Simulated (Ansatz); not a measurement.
# ZrS2: the cost of one run

Program: Ansatz 0.2.0. Level of theory: DFT PBE, scalar-relativistic, plane waves, PAW. These are calculated values, not measurements.

1 further run of the same task is left out (it didn't finish).

### Step 1. The system as given

The structure is trigonal, space group P-3m1 (No. 164). The conventional cell has a = 3.685 Å, b = 3.685 Å, c = 6.757 Å, α = 90.00°, β = 90.00°, γ = 120.00°. Around Zr (site symmetry -3m) lie 6 S at 2.57 Å. Around S (site symmetry 3m) lie 3 Zr at 2.57 Å.

Structure file:

```xyz
3
Lattice="3.6852 0.0000 0.0000 -1.8426 3.1915 0.0000 0.0000 0.0000 6.7573" Properties=species:S:1:pos:R:3 pbc="T T T"
Zr    0.0000    0.0000    0.0000
S     0.0000    2.1277    1.4484
S     1.8426    1.0638    5.3090
```

It is the end of an earlier relaxation with the same method, from a generated guess; it needn't be the stable form of this composition. At a tolerance of 0.02 Å it has space group P-3m1 (No. 164); it has 26.49 Å³/atom, an uncorrected energy of -1.57 eV/atom over the elements.

### Step 2. Electronic structure at the relaxed geometry

Input file input.yaml:

```yaml
crystal:
  lattice:
    - [3.6852175424, 0.0, 0.0]
    - [-1.8426087712, 3.1914920102, 0.0]
    - [0.0, 0.0, 6.7573248226]
  atoms:
    - { symbol: Zr, position: [0.0, 0.0, 0.0] }
    - { symbol: S, position: [0.3333333333, 0.6666666667, 0.2143383935] }
    - { symbol: S, position: [0.6666666667, 0.3333333333, 0.7856616065] }
basis:
  ecutwfc: 420
kpoints:
  mp_grid: { grid: [12, 12, 4] }
  band_path:
    path:
      - [[0.0, 0.0, 0.0], [0.5, 0.0, 0.0], [0.33333333, 0.33333333, 0.0], [0.0, 0.0, 0.0], [0.0, 0.0, 0.5], [0.5, 0.0, 0.5], [0.33333333, 0.33333333, 0.5], [0.0, 0.0, 0.5]]
      - [[0.5, 0.0, 0.5], [0.5, 0.0, 0.0]]
      - [[0.33333333, 0.33333333, 0.5], [0.33333333, 0.33333333, 0.0]]
    npoints: 14
hamiltonian:
  xc: pbe
scf:
  occupations: { method: gaussian, width: 0.02 }
  n_extra_bands: 7
output:
  forces: true
  stress: true
  eigenvalues: true
  populations: true
  dos: { projected: true, de: 0.02, nscf_kmesh: { grid: [18, 18, 6] } }
  bader: true
  write_density: true
  write_potential: true
  elf: true
  volumetric_format: npy
```

Launch:

```
ansatz run input.yaml --threads 1 --pin off --max-ram 2560MiB --backend cpu --events-out ev --progress --plain --runs-dir out
```

What time and memory should one allow on 1 thread of Intel Xeon at 2.70GHz, shared host?

About 65 s, with a peak of 0.47 GiB.
